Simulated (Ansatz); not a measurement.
# InSb: band gap under strain

Aim: follow the gap of InSb built on the zincblende prototype through these states: -2.0 % biaxial strain in x and y, free along z; -1.0 % biaxial strain in x and y, free along z; +1.0 % biaxial strain in x and y, free along z. The table at the end shows which levels were run.

Code: Ansatz 0.2.0. PAW datasets, plane waves. Spin-unpolarised throughout; all numbers are computed.

## (1) Starting point

The unstrained cell was relaxed with r2SCAN; in each strained cell the atoms were relaxed again with r2SCAN. Names of k-points are those of the unstrained zone, where strain can split equivalent points. First state: -2.0 % biaxial strain in x and y, free along z.

It is tetragonal, I-4m2 (No. 119); a = 4.545 Å, c = 6.687 Å in the conventional setting, 34.53 Å³ an atom. In has 4 Sb at 2.82 Å; Sb has 4 In at 2.82 Å.

The structure in full:

Space group I-4m2 (No. 119). a = 4.545 Å, b = 4.545 Å, c = 6.687 Å, α = 90.00°, β = 90.00°, γ = 90.00°
```
atom  site  symmetry       x       y       z
  In    2a      -4m2  0.0000  0.0000  0.0000
  Sb    2d      -4m2  0.5000  0.0000  0.2500
```

From earlier runs on the unstrained cell: PBE 0.00 eV, r2SCAN 0.01 eV, HSE06 0.30 eV, r2SCAN+SOC 0.00 eV; a = 6.559 Å.

## (2) -2.0 % biaxial strain in x and y, free along z: PBE

File input.yaml:

```yaml
crystal:
  lattice:
    - [0.0, 3.2139227572, 3.3432541019]
    - [3.2139227572, 0.0, 3.3432541019]
    - [3.2139227572, 3.2139227572, 0.0]
  atoms:
    - { symbol: In, position: [0.0, 0.0, 0.0] }
    - { symbol: Sb, position: [0.25, 0.25, 0.25] }
kpoints:
  mp_grid: { grid: [6, 6, 6] }
  band_path:
    path:
      - [0.0, 0.0, 0.0]
      - [-0.5, -0.5, 0.0]
      - [-0.375, -0.375, 0.25]
      - [-0.375, 0.0, 0.375]
      - [0.0, 0.0, 0.5]
      - [-0.5, -0.25, 0.25]
      - [-0.017578, -0.017578, 0.0]
    npoints: 1
hamiltonian:
  xc: pbe
scf:
  occupations: { method: fermi_dirac, width: 0.02 }
  n_extra_bands: 4
output:
  forces: true
  stress: true
  eigenvalues: true
  write_density: true
  write_potential: true
  elf: true
  volumetric_format: npy
```

Started as:

```
> ansatz run input.yaml --threads 2 --pin off --max-ram 20275MiB --backend cpu --events-out ev --progress --plain --runs-dir out
```

After this run come: -2.0 % biaxial strain in x and y, free along z: r2SCAN; -2.0 % biaxial strain in x and y, free along z: HSE06; -2.0 % biaxial strain in x and y, free along z: r2SCAN+SOC; -1.0 % biaxial strain in x and y, free along z: PBE; -1.0 % biaxial strain in x and y, free along z: r2SCAN; -1.0 % biaxial strain in x and y, free along z: HSE06; -1.0 % biaxial strain in x and y, free along z: r2SCAN+SOC; +1.0 % biaxial strain in x and y, free along z: PBE; +1.0 % biaxial strain in x and y, free along z: r2SCAN; +1.0 % biaxial strain in x and y, free along z: HSE06; +1.0 % biaxial strain in x and y, free along z: r2SCAN+SOC.

Q: Predict the outcome of this session.

**Answer**, as computed:

Least gap in eV (negative: overlap), with the change from the unstrained cell in brackets:

```
                                         state  volume change (%)            PBE        r2SCAN         HSE06
-2.0 % biaxial strain in x and y, free along z               -2.1  -0.01 (-0.01)  0.06 (+0.05)  0.35 (+0.05)
-1.0 % biaxial strain in x and y, free along z               -1.0  -0.01 (-0.01)  0.04 (+0.03)  0.33 (+0.03)
+1.0 % biaxial strain in x and y, free along z               +0.9   0.00 (+0.00)  0.01 (+0.00)  0.16 (-0.14)
```

**Reading.** The largest move of the HSE06 gap in the table is -0.132 eV, under +1.0 % biaxial strain in x and y, free along z. PBE and HSE06 differ by 0.30 eV on the unstrained gap, and by at most 0.13 eV on its change. Under -2.0 % biaxial strain in x and y, free along z and under -1.0 % biaxial strain in x and y, free along z and under +1.0 % biaxial strain in x and y, free along z PBE gives no gap, or under 0.02 eV, while HSE06 has one. Spin-orbit coupling is left out of the table, though the cell holds Sb (Z = 51); in an element this heavy it can shift bands and gaps by tenths of an eV.
